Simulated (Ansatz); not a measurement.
# CuH3: a trial structure relaxed, part 1 of 2

Aim: relax a trial structure of CuH3 and see where it ends.

Computed with Ansatz 0.2.0 (DFT PBE, scalar-relativistic, plane waves, PAW, unless a step's input says otherwise).

## 1. The system as given

It takes space group Pm-3m (No. 221, cubic). Conventional cell: a = 3.314 Å, b = 3.314 Å, c = 3.314 Å, α = 90.00°, β = 90.00°, γ = 90.00°. Cu (site symmetry m-3m) has 12 H at 2.34 Å as nearest neighbours. H (site symmetry 4/mmm) has 4 Cu at 2.34 Å and 8 H at 2.34 Å as nearest neighbours.

Structure file:

```cif
data_structure
_symmetry_space_group_name_H-M 'P 1'
_symmetry_Int_Tables_number 1
_cell_length_a 3.3141
_cell_length_b 3.3141
_cell_length_c 3.3141
_cell_angle_alpha 90.000
_cell_angle_beta 90.000
_cell_angle_gamma 90.000
_cell_volume 36.40
loop_
_atom_site_label
_atom_site_type_symbol
_atom_site_fract_x
_atom_site_fract_y
_atom_site_fract_z
_atom_site_occupancy
Cu1 Cu 0.00000 0.00000 0.00000 1
H1 H 0.50000 0.50000 0.00000 1
H2 H 0.50000 0.00000 0.50000 1
H3 H 0.00000 0.50000 0.50000 1
```

A structure generator made this guess: species swapped into a database cell of EuBi3 (Pm-3m, No. 221), with Cu on the Eu sites and H on the Bi sites. Lengths come from tabulated atomic sizes and are only a guess.

## 2. A first look at the guess

Contents of input.yaml:

```yaml
crystal:
  lattice:
    - [3.31405266, 0.0, 0.0]
    - [0.0, 3.31405266, 0.0]
    - [0.0, 0.0, 3.31405266]
  atoms:
    - { symbol: Cu, position: [0.0, 0.0, 0.0] }
    - { symbol: H, position: [0.5, 0.5, 0.0] }
    - { symbol: H, position: [0.5, 0.0, 0.5] }
    - { symbol: H, position: [0.0, 0.5, 0.5] }
basis:
  ecutwfc: 420
kpoints:
  mp_grid: { grid: [6, 6, 6] }
hamiltonian:
  xc: pbe
scf:
  occupations: { method: gaussian, width: 0.1 }
  lower_state_search: "off"
output:
  forces: true
  stress: true
  eigenvalues: true
```

Command:

```console
ansatz run input.yaml --threads 1 --pin off --max-ram 2048MiB --backend cpu --events-out ev --progress --plain --runs-dir out
```

Output, cut to the lines that bear on the results:

```text
[...]
SCF converged after 6 iterations
Free energy (F): -6668.364768 eV
[...]
E sigma→0 (E₀):  -6668.360163 eV
Entropy (-TS):   -0.009211 eV (-2.303 meV/atom)
Fermi energy:    4.480244 eV
[...]
--- Forces (eV/Å), atoms counted from 1 ---
  atom   1  Cu    -0.00000000    -0.00000000    -0.00000000
  atom   2  H      0.00000000    -0.00000000     0.00000000
  atom   3  H      0.00000000    -0.00000000    -0.00000000
  atom   4  H      0.00000000     0.00000000     0.00000000
[...]
--- Stress (GPa, compression-positive) ---
      -23.088879      -0.000000       0.000000
        0.000000     -23.088879       0.000000
        0.000000       0.000000     -23.088879
  P = ⅓ Tr σ = -23.0889 GPa (-230.889 kbar)
--- Band table (eV; the first three rows and the last of 20) ---
  k-point 0: bands = ["-108.1107", "-65.4942", "-65.4942", "-65.4942", "-4.1815", "1.1627", "1.1627", "2.0259", "2.0259", "2.0259", "6.1760", "6.1760", "11.3024", "11.3024", "11.3024"]
[...]
```

It took 0.84 s on 1 thread of AMD EPYC 7R43 (Zen 3), shared host; peak memory 0.33 GiB.

From the probe: pressure -23.1 GPa, largest force 0.00 eV/Å, gap on this mesh none (metal). A cheap, loose relaxation comes first.

## 3. A loose first relaxation

Changes to input.yaml since step 2:

```diff
@@ -23 +23,6 @@
   eigenvalues: true
+relax:
+  adjacent_minimum: "off"
+  f_tol: 0.04
+  max_steps: 70
+  cell: { stress_tol: 0.4 }
```

Command:

```console
ansatz run input.yaml --threads 1 --pin off --max-ram 2048MiB --backend cpu --events-out ev --progress --plain --runs-dir out
```

Output:

```text
Warning: RAYON_NUM_THREADS=1 ignored (pool sized by the plan → 1); use --threads N
Engine: ansatz 0.2.0, x86_64-unknown-linux-gnu
Pseudopotentials: kind: paw
Pseudopotential: Cu, paw, valence charge 19, recommended cutoff 420 eV (normal), Cu.paw.azcp
Pseudopotential: H, paw, valence charge 1, recommended cutoff 420 eV (normal), H.paw.azcp
Functional definition: PBE
  parameter kappa = 0.804
  parameter beta = 0.06672455060314922
  exchange = pbe_x(kappa = kappa, mu = beta*pi^2/3)
  correlation = pbe_c(beta = beta)
Crystal: 4 atoms, lattice volume = 36.398 Å³
Basis set: ecut = 420 eV, 739 PW (Γ), exchange–correlation on 48×48×48 points (8 copies of the dense FFT grid, shifted against one another)
Bands: 15, of which v1, the nominal top of the filled ones, is band 11 counted from 1 (10 counted from 0)
Symmetry: 48 space group operations
Space group: Pm-3m (ITA 221), of the structure as read, at distance tolerance 3.3e-5 Å
k-points: 20 of 216
Non-local potential: Cu, projectors of the file, l = 0: 3, l = 1: 2, l = 2: 3, l = 3: 1
Non-local potential: H, projectors of the file, l = 0: 2, l = 1: 1
PAW form: soft (Blöchl's): semilocal exchange-correlation on the pseudo side does not see the compensation charge
PAW one-centre angular grid: Cu, 590 points (default); XC on 64 Gauss nodes
PAW one-centre angular grid: H, 110 points (default); XC on 64 Gauss nodes
Initial density: superposition of atomic densities (neutral atoms: chi_scale 0, normalization atom), corrected by the library's trained network
Initial wavefunctions: pseudopotential atomic-orbital guess
Functional: x = pbe(κ = 0.804, μ = 0.2195149727645171), c = pbe(β = 0.06672455060314922)
SCF iter   1: F=—  HF=-6668.364029 eV  |F-HF|=—  |Δ(HF+E_count)|=         —  Δρ=4.75e-3  dr2=5.38e-3  ethr=1.77e-3  ⟨swp⟩=4.0  Hψ=1327  notcnv=0
preconditioner: auto → none  [metal: Δε(μ)=0.047 eV  Ē_g=7.920 eV  σ=0.100 eV  W_gap=0.26  n_scr=6 (ndim 8)  ℏωp=23.0 eV  f_vac=0.000  D(μ)=1.81/eV (n_scr^D=18)  sad-step TF]
SCF iter   2: F=—  HF=-6668.364427 eV  |F-HF|=—  |Δ(HF+E_count)|=   3.98e-4  Δρ=1.89e-3  dr2=1.03e-3  ethr=2.44e-5  ⟨swp⟩=1.6  Hψ=532  notcnv=0
SCF iter   3: F=—  HF=-6668.364745 eV  |F-HF|=—  |Δ(HF+E_count)|=   3.18e-4  Δρ=5.99e-4  dr2=8.33e-5  ethr=4.68e-6  ⟨swp⟩=1.4  Hψ=349  notcnv=0
SCF iter   4: F=—  HF=-6668.364766 eV  |F-HF|=—  |Δ(HF+E_count)|=   2.05e-5  Δρ=1.41e-4  dr2=4.56e-6  ethr=3.79e-7  ⟨swp⟩=2.0  Hψ=424  notcnv=0
iter 5 did not close the SCF: its close was put off for the readings that it lacked (scf_convergence_deferred on its scf_iter line)
SCF iter   5: F=-6668.364768 eV  HF=-6668.364768 eV  |F-HF|=3.02e-8  |Δ(HF+E_count)|=   2.44e-6  Δρ=1.23e-5  dr2=7.66e-8  ethr=2.07e-8  ⟨swp⟩=2.0  Hψ=390  notcnv=0
SCF iter   6: F=-6668.364768 eV  HF=-6668.364768 eV  |F-HF|=1.80e-9  |Δ(HF+E_count)|=   7.91e-9  Δρ=2.65e-6  dr2=2.27e-9  ethr=3.48e-10  ⟨swp⟩=2.3  Hψ=1004  notcnv=0
SCF 1 converged in 6 iterations: F = -6668.364768 eV  dr2 = 2.27e-9
relax step   1: F+E_penalty+E_count = -6668.36476796 eV  Δ(F+E_penalty+E_count) = +0.000e0 eV  max|allowed force component| = 2.272e-30 eV/Å  Δτ_max = 0.0000 Å  P = -23.089 GPa  Ω = 36.398 Å³  (6 SCF iters, dr2 threshold 1.00e-7 eV, accepted)
Crystal: 4 atoms, lattice volume = 31.330 Å³
Basis set: ecut = 420 eV, 619 PW (Γ), exchange–correlation on 48×48×48 points (8 copies of the dense FFT grid, shifted against one another)
Initial density: handed on by an earlier stage of this run
Initial wavefunctions: those handed on with the density
iter 1 solved again at ethr=2.33e-3 eV; its pass at ethr=3.10e-3 eV (dr2=5.12e-1 eV) is discarded
SCF iter   1: F=—  HF=-6669.175975 eV  |F-HF|=—  |Δ(HF+E_count)|=         —  Δρ=4.64e-2  dr2=5.13e-1  ethr=2.33e-3  ⟨swp⟩=1.0  Hψ=1822  notcnv=0
preconditioner: auto → none  [insulator: Δε(μ)=0.211 eV  Ē_g=8.430 eV  σ=0.100 eV  W_gap=0.70  n_scr=6 (ndim 8)  ℏωp=24.8 eV  f_vac=0.000  D(μ)=2.09/eV (n_scr^D=26)  ε∞_Penn≈9.7]
SCF iter   2: F=—  HF=-6669.108749 eV  |F-HF|=—  |Δ(HF+E_count)|=   6.72e-2  Δρ=1.03e-2  dr2=3.53e-2  ethr=2.33e-3  ⟨swp⟩=2.1  Hψ=385  notcnv=0
SCF iter   3: F=—  HF=-6669.102365 eV  |F-HF|=—  |Δ(HF+E_count)|=   6.38e-3  Δρ=4.16e-3  dr2=4.42e-3  ethr=1.61e-4  ⟨swp⟩=1.2  Hψ=466  notcnv=0
SCF iter   4: F=—  HF=-6669.101846 eV  |F-HF|=—  |Δ(HF+E_count)|=   5.19e-4  Δρ=5.25e-4  dr2=4.33e-5  ethr=2.01e-5  ⟨swp⟩=1.1  Hψ=304  notcnv=0  defer=1
SCF iter   5: F=—  HF=-6669.101871 eV  |F-HF|=—  |Δ(HF+E_count)|=   2.43e-5  Δρ=1.49e-4  dr2=5.05e-6  ethr=1.97e-7  ⟨swp⟩=2.0  Hψ=430  notcnv=0  defer=1
SCF iter   6: F=-6669.101870 eV  HF=-6669.101870 eV  |F-HF|=1.20e-7  |Δ(HF+E_count)|=   6.90e-7  Δρ=2.28e-5  dr2=1.29e-7  ethr=1.82e-9  ⟨swp⟩=3.1  Hψ=1051  notcnv=0
SCF 2 converged in 6 iterations: F = -6669.101870 eV  dr2 = 1.29e-7
relax step   2: F+E_penalty+E_count = -6669.10186976 eV  Δ(F+E_penalty+E_count) = -7.371e-1 eV  max|allowed force component| = 1.079e-31 eV/Å  Δτ_max = 0.0000 Å  P = -22.763 GPa  Ω = 31.330 Å³  energy of the carried Pulay correction = +4.998e-3 eV  (6 SCF iters, dr2 threshold 4.00e-7 eV, accepted)
Crystal: 4 atoms, lattice volume = 26.756 Å³
Basis set: ecut = 420 eV, 485 PW (Γ), exchange–correlation on 48×48×48 points (8 copies of the dense FFT grid, shifted against one another)
iter 1 solved again at ethr=2.61e-3 eV; its pass at ethr=3.10e-3 eV (dr2=5.73e-1 eV) is discarded
SCF iter   1: F=—  HF=-6669.801714 eV  |F-HF|=—  |Δ(HF+E_count)|=         —  Δρ=5.35e-2  dr2=5.74e-1  ethr=2.61e-3  ⟨swp⟩=1.0  Hψ=1836  notcnv=0
preconditioner: auto → none  [insulator: Δε(μ)=0.186 eV  Ē_g=9.435 eV  σ=0.100 eV  W_gap=0.59  n_scr=6 (ndim 8)  ℏωp=26.9 eV  f_vac=0.000  D(μ)=1.97/eV (n_scr^D=26)  ε∞_Penn≈9.1]
SCF iter   2: F=—  HF=-6669.720019 eV  |F-HF|=—  |Δ(HF+E_count)|=   8.17e-2  Δρ=1.09e-2  dr2=3.33e-2  ethr=2.61e-3  ⟨swp⟩=2.4  Hψ=422  notcnv=0
SCF iter   3: F=—  HF=-6669.712228 eV  |F-HF|=—  |Δ(HF+E_count)|=   7.79e-3  Δρ=5.37e-3  dr2=6.10e-3  ethr=1.51e-4  ⟨swp⟩=1.8  Hψ=487  notcnv=0
SCF iter   4: F=—  HF=-6669.711401 eV  |F-HF|=—  |Δ(HF+E_count)|=   8.27e-4  Δρ=6.61e-4  dr2=5.67e-5  ethr=2.77e-5  ⟨swp⟩=1.4  Hψ=328  notcnv=0
SCF iter   5: F=—  HF=-6669.711432 eV  |F-HF|=—  |Δ(HF+E_count)|=   3.16e-5  Δρ=9.32e-5  dr2=2.38e-6  ethr=2.58e-7  ⟨swp⟩=2.0  Hψ=406  notcnv=0
SCF iter   6: F=-6669.711432 eV  HF=-6669.711432 eV  |F-HF|=1.05e-8  |Δ(HF+E_count)|=   4.24e-7  Δρ=9.20e-6  dr2=1.99e-8  ethr=1.82e-9  ⟨swp⟩=5.0  Hψ=1293  notcnv=0
SCF 3 converged in 6 iterations: F = -6669.711432 eV  dr2 = 1.99e-8
relax step   3: F+E_penalty+E_count = -6669.71143198 eV  Δ(F+E_penalty+E_count) = -6.096e-1 eV  max|allowed force component| = 1.109e-31 eV/Å  Δτ_max = 0.0000 Å  P = -18.627 GPa  Ω = 26.756 Å³  energy of the carried Pulay correction = +1.020e-2 eV  (6 SCF iters, dr2 threshold 4.00e-7 eV, accepted)
Crystal: 4 atoms, lattice volume = 22.551 Å³
Basis set: ecut = 420 eV, 461 PW (Γ), exchange–correlation on 48×48×48 points (8 copies of the dense FFT grid, shifted against one another)
iter 1 solved again at ethr=2.98e-3 eV; its pass at ethr=3.10e-3 eV (dr2=6.55e-1 eV) is discarded
SCF iter   1: F=—  HF=-6670.186800 eV  |F-HF|=—  |Δ(HF+E_count)|=         —  Δρ=6.29e-2  dr2=6.57e-1  ethr=2.98e-3  ⟨swp⟩=1.0  Hψ=1847  notcnv=0
preconditioner: auto → none  [insulator: Δε(μ)=0.106 eV  Ē_g=10.721 eV  σ=0.100 eV  W_gap=0.52  n_scr=6 (ndim 8)  ℏωp=29.3 eV  f_vac=0.000  D(μ)=1.50/eV (n_scr^D=18)  ε∞_Penn≈8.4]
SCF iter   2: F=—  HF=-6670.083719 eV  |F-HF|=—  |Δ(HF+E_count)|=   1.03e-1  Δρ=1.24e-2  dr2=3.49e-2  ethr=2.98e-3  ⟨swp⟩=2.5  Hψ=440  notcnv=0
SCF iter   3: F=—  HF=-6670.074296 eV  |F-HF|=—  |Δ(HF+E_count)|=   9.42e-3  Δρ=6.06e-3  dr2=6.62e-3  ethr=1.58e-4  ⟨swp⟩=2.9  Hψ=600  notcnv=0
SCF iter   4: F=—  HF=-6670.073262 eV  |F-HF|=—  |Δ(HF+E_count)|=   1.03e-3  Δρ=8.21e-4  dr2=7.78e-5  ethr=3.01e-5  ⟨swp⟩=1.2  Hψ=321  notcnv=0  defer=1
SCF iter   5: F=—  HF=-6670.073298 eV  |F-HF|=—  |Δ(HF+E_count)|=   3.59e-5  Δρ=1.26e-4  dr2=2.56e-6  ethr=3.54e-7  ⟨swp⟩=2.2  Hψ=421  notcnv=0  defer=1
SCF iter   6: F=-6670.073298 eV  HF=-6670.073298 eV  |F-HF|=1.03e-8  |Δ(HF+E_count)|=   4.40e-7  Δρ=1.15e-5  dr2=1.64e-8  ethr=1.82e-9  ⟨swp⟩=5.1  Hψ=1301  notcnv=0
SCF 4 converged in 6 iterations: F = -6670.073298 eV  dr2 = 1.64e-8
relax step   4: F+E_penalty+E_count = -6670.07329774 eV  Δ(F+E_penalty+E_count) = -3.619e-1 eV  max|allowed force component| = 1.361e-31 eV/Å  Δτ_max = 0.0000 Å  P = -6.467 GPa  Ω = 22.551 Å³  energy of the carried Pulay correction = +1.570e-2 eV  (6 SCF iters, dr2 threshold 4.00e-7 eV, accepted)
Crystal: 4 atoms, lattice volume = 21.295 Å³
Basis set: ecut = 420 eV, 437 PW (Γ), exchange–correlation on 48×48×48 points (8 copies of the dense FFT grid, shifted against one another)
iter 1 solved again at ethr=3.62e-4 eV; its pass at ethr=3.10e-3 eV (dr2=7.96e-2 eV) is discarded
SCF iter   1: F=—  HF=-6670.115298 eV  |F-HF|=—  |Δ(HF+E_count)|=         —  Δρ=2.25e-2  dr2=7.98e-2  ethr=3.62e-4  ⟨swp⟩=1.0  Hψ=1776  notcnv=0
preconditioner: auto → none  [metal: Δε(μ)=0.067 eV  Ē_g=11.426 eV  σ=0.100 eV  W_gap=0.34  n_scr=6 (ndim 8)  ℏωp=30.1 eV  f_vac=0.000  D(μ)=1.72/eV (n_scr^D=18)]
SCF iter   2: F=—  HF=-6670.101752 eV  |F-HF|=—  |Δ(HF+E_count)|=   1.35e-2  Δρ=3.84e-3  dr2=3.10e-3  ethr=3.62e-4  ⟨swp⟩=2.5  Hψ=448  notcnv=0
SCF iter   3: F=—  HF=-6670.100663 eV  |F-HF|=—  |Δ(HF+E_count)|=   1.09e-3  Δρ=2.12e-3  dr2=7.83e-4  ethr=1.41e-5  ⟨swp⟩=2.3  Hψ=489  notcnv=0
SCF iter   4: F=—  HF=-6670.100544 eV  |F-HF|=—  |Δ(HF+E_count)|=   1.19e-4  Δρ=3.22e-4  dr2=9.79e-6  ethr=3.56e-6  ⟨swp⟩=1.4  Hψ=342  notcnv=0
SCF iter   5: F=—  HF=-6670.100555 eV  |F-HF|=—  |Δ(HF+E_count)|=   1.08e-5  Δρ=2.52e-5  dr2=6.78e-8  ethr=4.45e-8  ⟨swp⟩=2.2  Hψ=425  notcnv=0
SCF iter   6: F=-6670.100555 eV  HF=-6670.100555 eV  |F-HF|=1.02e-10  |Δ(HF+E_count)|=   1.13e-8  Δρ=1.40e-6  dr2=7.72e-11  ethr=3.08e-10  ⟨swp⟩=1.8  Hψ=935  notcnv=0
SCF 5 converged in 6 iterations: F = -6670.100555 eV  dr2 = 7.72e-11
relax step   5: F+E_penalty+E_count = -6670.10055461 eV  Δ(F+E_penalty+E_count) = -2.726e-2 eV  max|allowed force component| = 3.477e-31 eV/Å  Δτ_max = 0.0000 Å  P = +0.314 GPa  Ω = 21.295 Å³  energy of the carried Pulay correction = +1.749e-2 eV  (6 SCF iters, dr2 threshold 4.00e-7 eV, accepted)
Basis set: ecut = 420 eV, 437 PW (Γ), exchange–correlation on 40×40×40 points (8 copies of the dense FFT grid, shifted against one another)
Initial wavefunctions: pseudopotential atomic-orbital guess (no wavefunctions were taken with the density)
iter 1 solved again at ethr=1.82e-7 eV; its pass at ethr=3.10e-3 eV (dr2=3.99e-5 eV) is discarded
SCF iter   1: F=—  HF=-6670.089550 eV  |F-HF|=—  |Δ(HF+E_count)|=         —  Δρ=1.07e-3  dr2=3.90e-5  ethr=1.82e-7  ⟨swp⟩=3.0  Hψ=2096  notcnv=0
preconditioner: auto → none  [insulator: Δε(μ)=0.331 eV  Ē_g=11.526 eV  σ=0.100 eV  W_gap=0.58  n_scr=6 (ndim 8)  ℏωp=30.1 eV  f_vac=0.000  D(μ)=1.91/eV (n_scr^D=26)  ε∞_Penn≈7.8]
SCF iter   2: F=—  HF=-6670.089642 eV  |F-HF|=—  |Δ(HF+E_count)|=   9.19e-5  Δρ=7.48e-4  dr2=3.83e-5  ethr=1.77e-7  ⟨swp⟩=2.0  Hψ=501  notcnv=0
SCF iter   3: F=—  HF=-6670.089694 eV  |F-HF|=—  |Δ(HF+E_count)|=   5.18e-5  Δρ=2.81e-4  dr2=8.73e-6  ethr=1.74e-7  ⟨swp⟩=2.4  Hψ=476  notcnv=0
SCF iter   4: F=—  HF=-6670.089693 eV  |F-HF|=—  |Δ(HF+E_count)|=   1.08e-6  Δρ=3.22e-5  dr2=5.70e-8  ethr=3.97e-8  ⟨swp⟩=2.1  Hψ=423  notcnv=0
SCF iter   5: F=—  HF=-6670.089695 eV  |F-HF|=—  |Δ(HF+E_count)|=   2.24e-6  Δρ=2.60e-6  dr2=5.57e-10  ethr=2.59e-10  ⟨swp⟩=2.2  Hψ=475  notcnv=0
SCF iter   6: F=-6670.089695 eV  HF=-6670.089695 eV  |F-HF|=2.00e-11  |Δ(HF+E_count)|=  4.00e-10  Δρ=3.95e-7  dr2=1.61e-11  ethr=2.53e-12  ⟨swp⟩=1.9  Hψ=952  notcnv=0
SCF 6 converged in 6 iterations: F = -6670.089695 eV  dr2 = 1.61e-11
relax step   6: F+E_penalty+E_count = -6670.08969534 eV  Δ(F+E_penalty+E_count) = +1.086e-2 eV  max|allowed force component| = 1.643e-31 eV/Å  Δτ_max = 0.0000 Å  P = +0.176 GPa  Ω = 21.295 Å³  stress off target by 1.76e-1 GPa  SCF on the basis re-selected at this cell (its energy is not comparable with the rows above)  (6 SCF iters)
basis re-selected at this cell: Δ(F+E_penalty+E_count) = +1.086e-2 eV, ΔP = -0.138 GPa vs the last step (what re-selecting the basis moved, of the pressure what is left beyond the Pulay correction that the steps carried, after the strain that the cell walked since its last selection, with what the two solves' SCF thresholds leave and, on support functions, any second-order correction that the steps lacked; it is no measure of the basis error at this ecutwfc). The dense FFT grid was sized anew with the basis: this SCF ran on 20×20×20 points, the steps before it on 24×24×24, so part of this shift can come from that change (see relax.cell in the input reference). This SCF's stress stands 1.76e-1 GPa from its target on what of the cell is left free (relax.cell.stress_tol is 4.00e-1 GPa) and its largest allowed force component is 1.64e-31 eV/Å (relax.f_tol is 4.00e-2 eV/Å): within both
SCF converged after 6 iterations
Free energy (F): -6670.089695 eV
Harris-Foulkes:  -6670.089695 eV  (|F-HF|=2.00e-11)
Internal energy: -6670.080177 eV  (E = F + TS)
E sigma→0 (E₀):  -6670.084936 eV
Entropy (-TS):   -0.009518 eV (-2.380 meV/atom)
Fermi energy:    11.906477 eV
--- Per-component energies (eV) ---
  E_band       = -472.228359
  E_kinetic    = 336.582780
  E_local      = -4912.881852  (includes V_loc(G=0)·N_el)
  E_nonlocal   = 393.651689
  E_hartree    = 2155.883633
  E_xc         = -115.738436
  E_vxc        = -149.639203  (∫ρ·V_xc dr)
  E_paw        = -1663.299997  (= ΣΔE_a)
  E_vpaw       = -451.707751  (= ΣTr[D̂ρ^β])
  E_aug_tail   = -0.001604  (compensation charges beyond the density's cutoff)
  E_ewald      = -2864.276391
  E_smearing   = -0.009518  (= −TS)
  E_closure    = 0.000000  (closes the sum)
  Σ components = -6670.089695   (vs F -6670.089695, Δ=0.00e0)
--- Forces (eV/Å), atoms counted from 1 ---
  atom   1  Cu     0.00000000    -0.00000000    -0.00000000
  atom   2  H      0.00000000     0.00000000    -0.00000000
  atom   3  H      0.00000000     0.00000000     0.00000000
  atom   4  H      0.00000000     0.00000000    -0.00000000
  max |Σ_I F_I| component: 2.38e-31 eV/Å
--- Stress (GPa, compression-positive) ---
        0.176391      -0.000000       0.000000
       -0.000000       0.176391       0.000000
        0.000000       0.000000       0.176391
  P = ⅓ Tr σ = 0.1764 GPa (1.764 kbar)
--- Band table (eV; the first three rows and the last of 20) ---
  k-point 0: bands = ["-102.4957", "-59.8549", "-59.8549", "-59.8549", "-2.0168", "5.9016", "5.9016", "7.8885", "7.8885", "7.8885", "14.7649", "14.7649", "19.6470", "19.6470", "19.6470"]
  k-point 1: bands = ["-102.4953", "-59.8604", "-59.8545", "-59.8545", "-1.4867", "5.8268", "6.0748", "7.7518", "7.7518", "7.8987", "12.2728", "14.6038", "20.0170", "20.3500", "20.3500"]
  k-point 2: bands = ["-102.4946", "-59.8714", "-59.8537", "-59.8537", "0.0554", "4.8971", "6.4534", "7.4960", "7.4960", "7.9193", "9.4731", "14.2327", "21.0486", "22.2842", "22.2842"]
  k-point 19: bands = ["-102.4916", "-59.8728", "-59.8728", "-59.8728", "4.9276", "4.9276", "4.9276", "8.2726", "8.2726", "12.4854", "12.4854", "12.4854", "14.5091", "14.5091", "14.5091"]
--- Relaxed structure (5 steps of the walk, 5 accepted, 1 SCFs on fresh bases) ---
  F+E_penalty+E_count = -6670.08969534 eV   max|allowed force component| = 1.643e-31 eV/Å   (the final SCF, on the basis selected at the relaxed cell)
  cell:  # Å, volume = 21.2945 Å³
    - [2.771761971405858, 2.0864241064195054e-34, 1.4123486258839729e-33]
    - [2.0864241064195054e-34, 2.7717619714058577, -2.5679065925163143e-34]
    - [-1.2839532962581572e-34, 5.135813185032629e-34, 2.7717619714058577]
  atoms:
    - { symbol: Cu, position: [-3.975666341504835e-34, 1.9522685879488627e-35, -4.842836807313394e-36] }
    - { symbol: H, position: [0.5, 0.5000000000000001, -4.8428368073158656e-36] }
    - { symbol: H, position: [0.5, -2.9511036794574086e-35, 0.5000000000000001] }
    - { symbol: H, position: [2.5318956183242075e-34, 0.5000000000000001, 0.5000000000000001] }
```

It took 4.8 s on 1 thread of AMD EPYC 7R43 (Zen 3), shared host; peak memory 0.35 GiB.

The steps of the relaxation:

```
step  E - E(step 1) (eV/cell)  largest force component (eV/Å)  pressure (GPa)  volume (Å³)
   1                   0.0000                          0.0000          -23.09        36.40
   2                  -0.7371                          0.0000          -22.76        31.33
   3                  -1.3467                          0.0000          -18.63        26.76
   4                  -1.7085                          0.0000           -6.47        22.55
   5                  -1.7358                          0.0000            0.31        21.29
   6                  -1.7249                          0.0000            0.18        21.29
```

Step 1 is the start. Step 6 repeats the geometry before it on a plane-wave basis chosen anew for that cell, so its energy need not be comparable with the rows above.

|  | before | after | change |
| --- | --- | --- | --- |
| a (Å) | 3.314 | 2.772 | -16.4 % |
| b (Å) | 3.314 | 2.772 | -16.4 % |
| c (Å) | 3.314 | 2.772 | -16.4 % |
| volume (Å³/atom) | 9.10 | 5.32 | -41.5 % |
| shortest distance (Å) | 2.343 | 1.960 | -16.4 % |
| space group (0.01 Å) | Pm-3m | Pm-3m | same |

The run keeps the 48 symmetry operations of the start, so it could not have lowered the symmetry.

(Continued in part 2 of 2.)
